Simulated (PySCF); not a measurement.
Atoms are numbered as in `[CH3:1][CH2:2][CH:3]=[O:4]`; H(Xn) means a hydrogen on atom n.

GIAO shifts from PySCF 2.14.0 with density-fitted response routines on PBE0-D3(BJ)/def2-TZVP geometries (one conformer, non-relativistic, equivalent nuclei averaged), against TMS at the same level and in the same medium; PCM means IEF-PCM chloroform.

Measured (solution, not stated per compound (mostly CDCl3 or CCl4); Pretsch, Buehlmann, Badertscher, Structure Determination of Organic Compounds, 4th ed. (2009)): C2 36.7, C1 5.2, H(C2) 2.46, H(C1) 1.13 ppm.

Which unscaled values do B97-2/pcSseg-2, gas; WP04/pcSseg-2, PCM; wB97X-D/pcSseg-2, PCM give, and how close are they?

## Answers


```csv
atoms,measured,"B97-2/pcSseg-2, gas","WP04/pcSseg-2, PCM","wB97X-D/pcSseg-2, PCM"
C2,36.7,43.5,45.0,44.4
C1,5.2,8.0,10.3,7.7
H(C2),2.46,2.51,2.68,2.71
H(C1),1.13,1.01,1.04,0.98
```

Mean absolute error for ¹³C: B97-2/pcSseg-2, gas 4.8, WP04/pcSseg-2, PCM 6.7, wB97X-D/pcSseg-2, PCM 5.1 ppm.

Mean absolute error for ¹H: B97-2/pcSseg-2, gas 0.08, WP04/pcSseg-2, PCM 0.16, wB97X-D/pcSseg-2, PCM 0.20 ppm.
